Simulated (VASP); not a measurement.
A run of VASP 6.6.1 is set up as follows.

The input POSCAR:

```
Hg
1.0
    3.4419410000      0.0000000000      0.0000000000
   -1.7209700000      2.9808080000      0.0000000000
    0.0000000000      0.0000000000     11.0623310000
Hg
4
Direct
    0.0000000000      0.0000000000      0.0000000000
    0.3333333333      0.6666666667      0.2500000000
    0.0000000000      0.0000000000      0.5000000000
    0.6666666667      0.3333333333      0.7500000000
```

INCAR.step1

```
ALGO = Normal ; EDIFF = 1E-4
ENCUT = 520 ; GGA = PE
ISMEAR = 1 ; LASPH = True
LCHARG = False ; LREAL = False
LWAVE = True ; NBANDS = 32
NELM = 100 ; PREC = Accurate
SIGMA = 0.15
```

INCAR.step2

```
ALGO = Normal ; EDIFF = 1E-6
ENCUT = 520 ; ISIF = 2
ISMEAR = 1 ; ISTART = 1
LASPH = True ; LCHARG = False
LMIXTAU = True ; LREAL = False
LWAVE = False ; METAGGA = R2SCAN
NBANDS = 32 ; NELM = 100
PREC = Accurate ; SIGMA = 0.15
```

KPOINTS

```
k-points
0
Gamma
  6 6 2
```

Potentials or basis: VASP PAW PBE potentials, release 64 (Hg).

Command:

```console
$ cat potpaw_PBE.64/Hg/POTCAR > POTCAR
$ cp INCAR.step1 INCAR
$ mpirun -np 1 vasp_std > vasp.out
$ cp INCAR.step2 INCAR
$ mpirun -np 1 vasp_std > vasp.out
```

Task: What does it give for the band gap on the k mesh?

Result: None (metal or under the smearing width).

Task: Estimate the pressure.

Result: 0.2 GPa.

Stress tensor (GPa, compression positive):
```
0.00 0.00 0.00
0.00 0.00 0.00
0.00 0.00 0.53
```

Caveat: the PAW data sets were made with another functional, which shifts forces and pressure a little. The run has no spin-orbit coupling, so splittings on Hg are missing.
